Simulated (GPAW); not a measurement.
Runs of GPAW 26.7.0 on Ga. It takes space group C2/c (No. 15, monoclinic). The conventional cell has a = 2.766 Å, b = 8.053 Å, c = 3.332 Å, α = 90.00°, β = 92.02°, γ = 90.00°. Ga (site symmetry 2) is surrounded by 8 Ga at 2.69 to 2.92 Å. This isn't the form of Ga at room conditions, which is orthorhombic.

| task | level | potentials or basis | spin | k mesh | fermi k mesh | band path | band points | spin axis theta (degrees) | spin axis phi (degrees) | pressure (GPa) | V0 of scaled cells (Å³/atom) | B0 (GPa) | largest force (eV/Å) |
| --- | --- | --- | --- | --- | --- | --- | --- | --- | --- | --- | --- | --- | --- |
| equation of state | LDA | the program's PAW data sets (release 1.2.1) made for this functional, pw | off | 8 × 8 × 7 | - | - | - | - | - | - | 17.56 | (a) | - |
| Fermi surface | SCAN | GPAW PAW data sets (gpaw-data 1.2.1), pw | off | 10 × 10 × 8 | 16 × 16 × 12 | - | - | - | - | -2.1 | - | - | (c) |
| band structure | PBEsol | PAW data sets generated in the run's folder for this functional, pw | SOC, no magnetisation | 10 × 10 × 8 | - | GYFHZIF1,H1Y1XGN,MG | 60 | 90 | 45 | -1.5 | - | - | (b) |
| equation of state | PBEsol | PAW data sets generated in the run's folder for this functional, pw | off | 8 × 8 × 7 | - | - | - | - | - | - | 18.18 | 58 | - |

Alike in all rows: cell as given; cutoff (eV) 600; smearing fermi-dirac 0.05 eV.

Task: Fill in the values left out.

Result: (a) 63; (b) 0.21; (c) 0.25.

Caveats: the cell was scaled at fixed shape and fractional positions, which overstates the stiffness of a crystal with free parameters, most of all of layers and chains (some runs); the PAW data sets were made with another functional, which shifts forces and pressure a little (some runs); spin-orbit coupling was added after a scalar SCF, so levels and gaps hold it while energy, forces, pressure and moments don't (some runs).

Not every run made on this cell is shown here.
